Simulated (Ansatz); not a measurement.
AlP, space group F-43m: an equation of state with a fit, run with the Python package of Ansatz (0.2.0).

The script, `eos_alp.py`:
```python
"""Energy against volume for AlP, with a fit."""

import warnings

import ansatz as az
import numpy as np
from pymatgen.analysis.eos import EOS

vectors0 = np.array([
    [0.0, 2.7255, 2.7255],
    [2.7255, 0.0, 2.7255],
    [2.7255, 2.7255, 0.0],
])
sites = [
    ("Al", (0.0, 0.0, 0.0)),
    ("P", (0.25, 0.25, 0.25)),
]


def make_crystal(cell):
    crystal = az.Crystal(lattice=az.Lattice.of(cell))
    for symbol, position in sites:
        crystal = crystal.atom(symbol, position)
    return crystal


def main() -> None:
    warnings.simplefilter("ignore", az.DeckWarning)

    # uniform scaling of the cell
    volumes, energies, pressures = [], [], []
    for scale in np.linspace(0.94, 1.06, 7):
        cell = vectors0 * scale ** (1 / 3)
        base = (
            make_crystal(cell).calculation()
            .functional("pbe")
            .basis(510)
            .occupations("fixed")
            .kpoints(6, 6, 6)
            .stress()
        )
        data = base.run(threads=1, backend="cpu").report
        volumes.append(abs(np.linalg.det(cell)) / len(sites))
        energies.append(data["free_energy_ev"] / len(sites))
        pressures.append(np.trace(data["stress_gpa"]) / 3)
        print(f"V = {volumes[-1]:8.4f} A^3/atom  F = {energies[-1]:.5f} eV/atom  P = {pressures[-1]:8.3f} GPa")

    for form in ["vinet", "pourier_tarantola"]:
        fit = EOS(eos_name=form).fit(volumes, energies)
        print(f"{form:18s} V0 {fit.v0:8.4f} A^3/atom  B0 {fit.b0_GPa:7.1f} GPa  B1 {fit.b1:5.2f}")


if __name__ == "__main__":
    main()
```

Its results, one of them left out:

| V (Å³/atom) | F less the lowest row shown (meV/atom) |
| --- | --- |
| 19.031 | 49.90 |
| 19.436 | 29.34 |
| 19.841 | 14.60 |
| 20.246 | 5.13 |
| 20.651 | 0.41 |
| 21.056 | 0.00 |
| 21.461 | ? |

What is the missing energy at 21.461 Å³ an atom?

A third-order Birch-Murnaghan fit, E = E0 + (9 V0 B0 / 16) [(t - 1)³ B' + (t - 1)² (6 - 4t)] with t = (V0/V)^(2/3), through the 6 rows shown gives V0 = 20.892 Å³, B0 = 82.9 GPa, B' = 4.09 and E0 = -0.33 meV. At V = 21.461 Å³, t = 0.98226, and the fit extrapolates to 3.50 meV. The run gave 3.49 meV, a miss of 0.01 meV.

Caveats:
- Of the deposited cell: the entry's cell lengths or inner coordinates differ somewhat from later room-temperature determinations.
- Pressure is positive in compression.
- The starting cell is as deposited in a crystallographic database; the results hold for this polymorph, which needn't be the stable one.
- By the engine's processor time: 4.5 s on 1 thread of Intel(R) Xeon(R) Processor @ 2.30GHz, with other jobs on the host, peak memory 0.55 GiB.
